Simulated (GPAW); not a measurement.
## Quasiparticle gap of BAs (F-43m) in GPAW

Aim: the G0W0 gap of BAs (F-43m) on PBE, step by step.

Method: PBE and many-body steps on it, plane waves, in GPAW 26.7.0.

**Experimental background.**

- Gap 4.12 eV: direct gap from square of absorption coefficient, average of two samples; spectroscopic ellipsometry; 300 K; bulk crystal (CVT-grown opaque bulk crystals) (“Optical properties of cubic boron arsenide”, 2019, arxiv:1911.04914).

- Gap 2.02 eV: indirect gap from square root of absorption coefficient, average of three samples; transmission and reflection spectroscopy; 300 K; bulk crystal (CVT-grown platelets about 10 um thick) (“Optical properties of cubic boron arsenide”, 2019, arxiv:1911.04914).

- Gap 1.82 eV: indirect optical gap from absorption edge; UV-visible absorption; 300 K; bulk crystal (single crystal grown by chemical vapor transport) (“Basic Physical Properties of Cubic Boron Arsenide”, 2019, arxiv:1911.11281).

Most raw output is cut from this account.

## Step 1: The structure

The structure is cubic, space group F-43m (No. 216). The conventional cell has a = 4.777 Å, b = 4.777 Å, c = 4.777 Å, α = 90.00°, β = 90.00°, γ = 90.00°. Nearest to B lie 4 As at 2.07 Å. Nearest to As lie 4 B at 2.07 Å. Farther neighbours are not listed.

Coordinates:

```
B As
1.0
     0.00000    2.38850    2.38850
     2.38850    0.00000    2.38850
     2.38850    2.38850    0.00000
B As
1 1
Direct
  0.00000 0.00000 0.00000
  0.25000 0.25000 0.25000
```

The cell and positions come from the Crystallography Open Database and are kept as given unless a step says otherwise.

## Step 2: Ground state

This step: GPAW 26.7.0; DFT, PBE, plane waves, PAW.

The ground-state density comes first.

Input file run.py:

```python
import json
import numpy as np
from gpaw.mpi import world
from ase import Atoms
from gpaw import GPAW, PW, FermiDirac

atoms = Atoms(['B', 'As'],
    cell=[[0.0000000000, 2.3885000000, 2.3885000000],
      [2.3885000000, 0.0000000000, 2.3885000000],
      [2.3885000000, 2.3885000000, 0.0000000000]],
    scaled_positions=[[0.0000000000, 0.0000000000, 0.0000000000],
      [0.2500000000, 0.2500000000, 0.2500000000]],
    pbc=(True, True, True))
calc = GPAW(mode=PW(600),
    xc='PBE',
    kpts={'size': (8, 8, 8), 'gamma': True},
    occupations=FermiDirac(0.001),
    nbands=-7,
    convergence={'density': 1e-6, 'bands': -3},
    maxiter=100,
    txt='gs.txt')
atoms.calc = calc
res = {'energy': atoms.get_potential_energy()}
kpts = calc.get_ibz_k_points()
res['kpts'] = kpts
res['eigenvalues'] = [calc.get_eigenvalues(kpt=k) for k in range(len(kpts))]
res['n_electrons'] = calc.get_number_of_electrons()
calc.write('gs.gpw')

if world.rank == 0:
    with open('result.json', 'w') as f:
        json.dump(res, f, default=lambda x: x.tolist())
```

Started as:

```
$ mpirun -n 4 gpaw python run.py
```

Run time: 8.7 s. Hardware: 4 MPI ranks of Intel Xeon Platinum 8259CL at 2.50GHz (Skylake/Cascade Lake), shared host; peak memory 0.61 GiB; 34 s of CPU time.

This step gave:

* total energy: -11.40 eV
* gap: 1.197 eV
* k of the valence top: 0, 0, 0
* k of the conduction bottom: 0.375, 0.375, 0
* least direct gap: 3.293 eV

The gap is indirect, with the least direct gap 2.10 eV higher.

## Step 3: Bands along the symmetry lines

Levels along a band path, at the cheap level, show where the edges lie and whether the meshes to come will hold them.

Input file run.py:

```python
import json
import numpy as np
from gpaw.mpi import world
from gpaw import GPAW

path = [[0.000000, 0.000000, 0.000000],
    [-0.062500, -0.062500, 0.000000],
    [-0.125000, -0.125000, 0.000000],
    [-0.187500, -0.187500, 0.000000],
    [-0.250000, -0.250000, 0.000000],
    [-0.312500, -0.312500, 0.000000],
    [-0.375000, -0.375000, 0.000000],
    [-0.437500, -0.437500, 0.000000],
    [-0.500000, -0.500000, 0.000000],
    [-0.484375, -0.484375, 0.031250],
    [-0.468750, -0.468750, 0.062500],
    [-0.453125, -0.453125, 0.093750],
    [-0.437500, -0.437500, 0.125000],
    [-0.421875, -0.421875, 0.156250],
    [-0.406250, -0.406250, 0.187500],
    [-0.390625, -0.390625, 0.218750],
    [-0.375000, -0.375000, 0.250000],
    [-0.375000, 0.000000, 0.375000],
    [-0.328125, 0.000000, 0.328125],
    [-0.281250, 0.000000, 0.281250],
    [-0.234375, 0.000000, 0.234375],
    [-0.187500, 0.000000, 0.187500],
    [-0.140625, 0.000000, 0.140625],
    [-0.093750, 0.000000, 0.093750],
    [-0.046875, 0.000000, 0.046875],
    [0.000000, 0.000000, 0.000000],
    [0.000000, 0.000000, 0.062500],
    [0.000000, 0.000000, 0.125000],
    [0.000000, 0.000000, 0.187500],
    [0.000000, 0.000000, 0.250000],
    [0.000000, 0.000000, 0.312500],
    [0.000000, 0.000000, 0.375000],
    [0.000000, 0.000000, 0.437500],
    [-0.000000, -0.000000, 0.500000],
    [-0.062500, -0.031250, 0.468750],
    [-0.125000, -0.062500, 0.437500],
    [-0.187500, -0.093750, 0.406250],
    [-0.250000, -0.125000, 0.375000],
    [-0.312500, -0.156250, 0.343750],
    [-0.375000, -0.187500, 0.312500],
    [-0.437500, -0.218750, 0.281250],
    [-0.500000, -0.250000, 0.250000],
    [-0.500000, -0.281250, 0.218750],
    [-0.500000, -0.312500, 0.187500],
    [-0.500000, -0.343750, 0.156250],
    [-0.500000, -0.375000, 0.125000],
    [-0.500000, -0.406250, 0.093750],
    [-0.500000, -0.437500, 0.062500],
    [-0.500000, -0.468750, 0.031250],
    [-0.500000, -0.500000, 0.000000]]
calc = GPAW('gs.gpw').fixed_density(kpts=path,
    symmetry='off',
    nbands=14,
    convergence={'bands': 10},
    txt='bands.txt')
res = {}
kpts = calc.get_ibz_k_points()
res['kpts'] = kpts
res['eigenvalues'] = [calc.get_eigenvalues(kpt=k) for k in range(len(kpts))]
res['n_electrons'] = calc.get_number_of_electrons()

if world.rank == 0:
    with open('result.json', 'w') as f:
        json.dump(res, f, default=lambda x: x.tolist())
```

Started as:

```
$ mpirun -n 4 gpaw python run.py
```

Run time: 9 s. Hardware: 4 MPI ranks; peak memory 0.64 GiB; 35 s of CPU time.

This step gave:

```yaml
gap: 1.197 eV
k_of_the_valence_top: 0, 0, 0
k_of_the_conduction_bottom: -0.375, -0.375, 0
least_direct_gap: 3.293 eV
```

The gap is 1.197 eV, as in the run before at this level.

Electronic bands along the path, in eV, zero at the top of the highest filled band; v1 is the highest filled band, c1 the lowest empty one:

```csv
point,v4,v3,v2,v1,c1,c2,c3,c4
Γ,-15.39,0.00,0.00,0.00,3.29,3.29,3.29,4.73
halfway,-14.05,-4.10,-2.70,-2.70,1.67,4.55,7.43,7.43
X,-11.21,-8.52,-4.07,-4.07,1.43,1.45,11.41,11.41
halfway,-11.17,-8.42,-4.91,-3.92,1.60,2.81,10.74,10.84
U,-11.25,-8.14,-5.95,-3.48,2.05,5.57,9.26,9.80
jump to K,-11.25,-8.14,-5.95,-3.48,2.05,5.57,9.26,9.80
halfway,-13.91,-5.13,-3.79,-1.13,4.00,4.92,5.81,7.04
Γ,-15.39,0.00,0.00,0.00,3.29,3.29,3.29,4.73
halfway,-14.39,-4.94,-1.15,-1.15,3.09,4.67,4.67,7.96
L,-12.52,-8.78,-1.82,-1.82,2.71,4.80,4.80,8.94
halfway,-11.95,-8.29,-4.56,-3.07,3.99,4.79,7.51,9.07
W,-11.04,-8.06,-5.48,-5.20,5.28,5.98,6.82,7.07
halfway,-11.13,-8.32,-4.81,-4.70,2.89,3.02,9.73,10.03
X,-11.21,-8.52,-4.07,-4.07,1.43,1.45,11.41,11.41
```

## Step 4: Empty states on the mesh, 6×6×6 mesh, 153 bands

The sums over transitions need many empty states on a uniform mesh; this step solves for them.

Input file run.py:

```python
import json
import numpy as np
from gpaw.mpi import world
from gpaw import GPAW

calc = GPAW('gs.gpw').fixed_density(kpts={'size': (6, 6, 6), 'gamma': True},
    parallel={'domain': 1, 'band': 1},
    txt='nscf.txt')
calc.diagonalize_full_hamiltonian(nbands=153)
calc.write('full.gpw', mode='all')
res = {}
kpts = calc.get_ibz_k_points()
res['kpts'] = kpts
res['eigenvalues'] = [calc.get_eigenvalues(kpt=k) for k in range(len(kpts))]
res['n_electrons'] = calc.get_number_of_electrons()

if world.rank == 0:
    with open('result.json', 'w') as f:
        json.dump(res, f, default=lambda x: x.tolist())
```

Started as:

```
$ mpirun -n 4 gpaw python run.py
```

The job ended after 12 s (4 MPI ranks; peak memory 0.93 GiB; 47 s of CPU time).

Numbers from this step:

```yaml
gap: 1.284 eV
k_of_the_valence_top: 0, 0, 0
k_of_the_conduction_bottom: 0.3333, 0.3333, 0
least_direct_gap: 3.293 eV
k_points_computed: 16
lowest_point_of_the_top_converged_band_above_the_valence_top: 161.0015 eV
```

On this mesh the gap is 1.284 eV. The earlier step found 1.197 eV, so this mesh misses an edge.

## Step 5: Screening and self-energy, 6×6×6 mesh, 143 bands, screening to 175 eV

Now the one-shot GW correction: screening in the RPA, then the self-energy of the levels asked for.

This step: G0W0 on PBE, plane waves, PAW.

Input file run.py:

```python
import json
import numpy as np
from gpaw.mpi import world
from gpaw.response.g0w0 import G0W0

gw = G0W0('full.gpw',
    filename='gw',
    kpts=[0, 5],
    bands=(2, 6),
    ecut=175,
    nbands=143,
    integrate_gamma='WS',
    ppa=True)
gw.calculate()
res = {mode: {k: v for k, v in r.items() if k != 'sigma_eskwn'}
       for mode, r in gw.all_results.items()}

if world.rank == 0:
    with open('result.json', 'w') as f:
        json.dump(res, f, default=lambda x: x.tolist())
```

Started as:

```
$ mpirun -n 4 gpaw python run.py
```

The job ended after 2.5 min (4 MPI ranks; peak memory 1.1 GiB).

Numbers from this step:

```
G0W0 gap on the points computed              : 1.906 eV
least direct G0W0 gap on the computed points : 4.146 eV
Z at the valence top                         : 0.8007
Z at the conduction bottom                   : 0.8100
starting gap on the mesh                     : 1.284 eV
k of the valence top                         : 0, 0, 0
k of the conduction bottom                   : 0.3333, 0.3333, 0
```

The gap on the mesh goes from 1.28 eV to 1.91 eV, a correction of +0.62 eV. The start differs from the 1.20 eV found before because the two sample other k points.

Limits: finite bands, cutoff and mesh; no spin-orbit coupling. v1 is the top filled band, c1 the lowest empty one. The levels before and after the correction (eV, zero at the valence-band top of each column):

```csv
,conduction bottom,valence top
Kohn-Sham,1.28,0.00
G0W0,1.91,0.00
```

```csv
,level,energy (eV)
Kohn-Sham,Γ v2-v1,0.000
Kohn-Sham,Γ c1-c2,3.293
Kohn-Sham,(0.333 0.333 0) v2-v1,-3.453
Kohn-Sham,(0.333 0.333 0) c1,1.284
Kohn-Sham,(0.333 0.333 0) c2,3.147
G0W0,Γ v2-v1,0.000
G0W0,Γ c1-c2,4.146
G0W0,(0.333 0.333 0) v2-v1,-3.630
G0W0,(0.333 0.333 0) c1,1.906
G0W0,(0.333 0.333 0) c2,3.789
```

## Step 6: Where the time went

Times are wall times on 4 MPI ranks of Intel Xeon Platinum 8259CL at 2.50GHz (Skylake/Cascade Lake), shared host, good to a factor of about two.

```csv
step,time,share,memory (GiB)
ground state,8.7 s,5 %,0.61
bands along the symmetry lines,9 s,5 %,0.64
empty states on the mesh,12 s,7 %,0.93
screening and self-energy,2.5 min,84 %,1.1
```

## Step 7: What came out

- PBE gap: 1.20 eV, indirect
- G0W0 gap on the mesh: 1.91 eV
- G0W0 gap over the zone (rigid shift): 1.82 eV
- GW settings: 6×6×6 mesh, 143 bands, screening to 175 eV, Godby-Needs plasmon pole
- known limits: not at the basis limit; no spin-orbit coupling

**Reading.** G0W0 moves the gap on the mesh from 1.28 eV to 1.91 eV (+0.62 eV), with Z of 0.80 and 0.81 at the edges. The mesh misses the band edges by 0.09 eV in all; a rigid shift gives 1.82 eV for the zone. Only 2 of the mesh's irreducible points were corrected, so a valley elsewhere could overtake. The dearest step here is «screening and self-energy». Against experiment, by G0W0@PBE: the direct gap of 4.15 eV lies +0.03 eV from the measured 4.12 eV (direct, 300 K, 2019); the gap of 1.82 eV lies −0.20 eV from the measured 2.02 eV (indirect, 300 K, 2019); the gap of 1.82 eV lies −0.0005 eV from the measured 1.82 eV (indirect, 300 K, 2019). An exciton line or allowed optical edge lies below the quasiparticle gap by the binding energy; a forbidden edge can push the onset above it. The calculation has static nuclei and no excitons; a measured gap holds zero-point and thermal motion, which mostly lowers it. Bands and cutoff are finite, so the gap is not at the basis limit. The miss can reach some tenths of an eV and take either sign; the mesh is an error of its own. These stock PAW sets were not made for GW; the filled d or f shell of As lies in the frozen core, which bears on start and correction. In the G0W0 run levels were corrected at 2 k points alone, so a gap called «on the mesh» is the least over those, and an edge elsewhere would be missed. A denser mesh or path gives a starting gap of 1.20 eV: the GW mesh misses a band edge, so its gaps are not the fundamental one. The many-body steps are scalar-relativistic: spin-orbit coupling is not in them.

[Paths, hosts, dates, memory and timing lines, banners, echoed tables and standing remarks are left out of the program output.]

[Logs are printed without paths, hosts, clocks, repeated set-up lines and the standing remarks that a program may print on its own settings, such as how far it seeks lower states.]

[Runs of the session that timed out or met a known fault of the program may be left out.]

[Hosts, paths, dates, database ids (printed as entryN), source tags and the programs' standing remarks are cut or masked in the printed files.]
